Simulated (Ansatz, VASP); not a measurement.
**Ti: VASP beside Ansatz**

Contents of INCAR:

```
SYSTEM = Ti
PREC = Accurate
ENCUT = 520
EDIFF = 1E-6
ISMEAR = -1
SIGMA = 0.05
LREAL = .False.
LASPH = .True.
NELM = 150
ALGO = Normal
ISIF = 2
LWAVE = .False.
LCHARG = .False.
LNONCOLLINEAR = .True.
MAGMOM = 0 0 0
LORBIT = 11
LSORBIT = .True.
GGA_COMPAT = .False.
LORBMOM = .True.
LMAXMIX = 4
GGA = PE
NBANDS = 23
```

KPOINTS

```
Automatic mesh
0
Gamma
  18 18 18
  0 0 0
```

Contents of POSCAR:

```
Ti
1.0
   -1.6258179727      1.6258179727      1.6258179727
    1.6258179727     -1.6258179727      1.6258179727
    1.6258179727      1.6258179727     -1.6258179727
Ti
1
Direct
    0.0000000000      0.0000000000      0.0000000000
```

Input for Ansatz:

```yaml
crystal:
  lattice:
    - [-1.6258179727, 1.6258179727, 1.6258179727]
    - [1.6258179727, -1.6258179727, 1.6258179727]
    - [1.6258179727, 1.6258179727, -1.6258179727]
  atoms:
    - { symbol: Ti, position: [0.0, 0.0, 0.0] }
kpoints:
  mp_grid: { grid: [18, 18, 18] }
  band_path:
    path:
      - [0.0, 0.0, 0.0]
      - [0.5, -0.5, 0.5]
      - [0.0, 0.0, 0.5]
      - [0.0, 0.0, 0.0]
      - [0.25, 0.25, 0.25]
      - [0.5, -0.5, 0.5]
      - [0.25, 0.25, 0.25]
      - [0.0, 0.0, 0.5]
    npoints: 5
scf:
  occupations: { method: fermi_dirac, width: 0.05 }
hamiltonian:
  xc: pbe
  pseudopotentials: { kind: all_electron, lapw: { basis_error: 0.001 } }
output:
  forces: true
  stress: true
  eigenvalues: true
magnetization:
  noncollinear: true
  spin_orbit: true
```

Alike in both runs: task single point; functional PBE; k mesh 18 × 18 × 18; occupations fermi-dirac, width 0.05 eV; non-collinear spin, spin-orbit coupling.

|  | VASP | Ansatz |
| --- | --- | --- |
| version | VASP 6.6.1 | Ansatz 0.2.0 |
| potentials or method | VASP PAW PBE potentials, release 64 (Ti_sv) | all-electron LAPW |
| plane-wave cutoff (eV) | 520 | see its input |

|  | VASP | Ansatz | Ansatz less VASP |
| --- | --- | --- | --- |
| pressure (GPa) | 0.1 | 0.4 | +0.28 |
| net moment per atom (μB) | 0.00 | 0.00 | 0.000 |

Ansatz ran all-electron here, so the differences hold the error of VASP's frozen core and of both bases.
